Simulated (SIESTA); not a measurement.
# Sn under changes of volume

One of the cells (28.673 Å³/atom); the others are scaled copies at fixed shape and fractional positions:

```
CELL_PARAMETERS angstrom
-1.72654 1.77555 2.33834
1.72654 -1.77555 2.33834
1.72654 1.77555 -2.33834
ATOMIC_POSITIONS crystal
Sn 0.00000 0.00000 0.00000
```

This isn't the form of Sn at room conditions, which is tetragonal (white tin).

* Program: SIESTA 5.4.2
* Functional: LDA
* Potentials or basis: PseudoDojo 0.4 standard (LDA files)
* Basis: DZP (energy shift 0.003 Ry; two zetas on semicore shells)
* Grid cutoff: 500 Ry
* Energy shift: 0.003 Ry
* k mesh: 11 × 11 × 11
* Occupations: fermi-dirac, width 0.05 eV
* Spin: no spin polarisation

| volume (Å³/atom) | energy over the lowest point (meV/atom) | pressure (GPa) |
| --- | --- | --- |
| 26.953 | 0.00 | -1.2 |
| 27.526 | 6.14 | -2.2 |
| 28.100 | ? | ? |
| 28.673 | 27.89 | -3.8 |
| 29.247 | 42.82 | -4.5 |
| 29.820 | 60.10 | -5.1 |
| 30.394 | 79.53 | -5.7 |

Q: What does the run at 28.100 Å³/atom give?

A: Energy over the lowest point 15.56 meV/atom; pressure -3.1 GPa.

Worked out: A Birch-Murnaghan fit of order 3 (a polynomial in V^(-2/3)) to the other rows has its minimum at 26.29 Å³/atom, just outside them, with B0 = V·E''(V) = 52 GPa and B' = 4.0 at fixed shape and positions, which overstates the stiffness. It gives 15.56 meV/atom at 28.100 Å³/atom, against the run's 15.56, and -dE/dV = -3.0 GPa, against -3.1.

Energies are extrapolated to zero smearing.

Caveats: the basis of atomic orbitals isn't converged, which shifts pressures, moduli and gaps.
